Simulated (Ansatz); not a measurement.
Crystal: MnS.

```
Mn S
1.0
     0.00000    2.47346    2.47346
     2.47346    0.00000    2.47346
     2.47346    2.47346    0.00000
Mn S
1 1
Direct
  0.00000 0.00000 0.00000
  0.75000 0.75000 0.75000
```

The cell is a database's computed one.

Base run:

```yaml
Program: Ansatz 0.2.0
Functional: PBEsol
Potentials_or_basis: Ansatz PAW
Cutoff: 420 eV
Density_cutoff: 1680 eV
k_mesh: 9 × 9 × 9
Occupations: fermi-dirac, width 0.05 eV
Spin: collinear spin, ferromagnetic start
Starting_moments: "[4.0, 0.0] μB"
```

Its results: band gap on the k mesh none (metal or under the smearing width); pressure -3.0 GPa; net moment 0.24 μB per cell; site moments Mn +0.20; S -0.00 μB.

Q: The run is repeated on the same cell with these changes: functional from PBEsol to r2SCAN; cutoff from 420 eV to 500 eV; density cutoff from 1680 eV to 2000 eV. What comes out?

A: Band gap on the k mesh none (metal or under the smearing width); pressure 33.4 GPa; net moment 3.69 μB per cell; site moments Mn +3.14; S +0.03 μB.

Caveats: semilocal functionals often make such compounds metallic where correlation or magnetic order opens a gap, which also shifts bond lengths; the PAW data sets come from PBE, with cores solved anew for the run's functional, which leaves a small shift of forces and pressure; the moment fell far below its start of 4 μB, so a state of higher moment may lie lower in energy (some runs); the magnetic or orbital state may not be the lowest (some runs); a pressure of tens of GPa on the cell as given is suspect, and the run, the potentials or the cell itself is likely at fault (some runs); a cell with one magnetic atom can't hold antiferromagnetic order, which such compounds often take (some runs).

Not every run made on this cell is shown here.
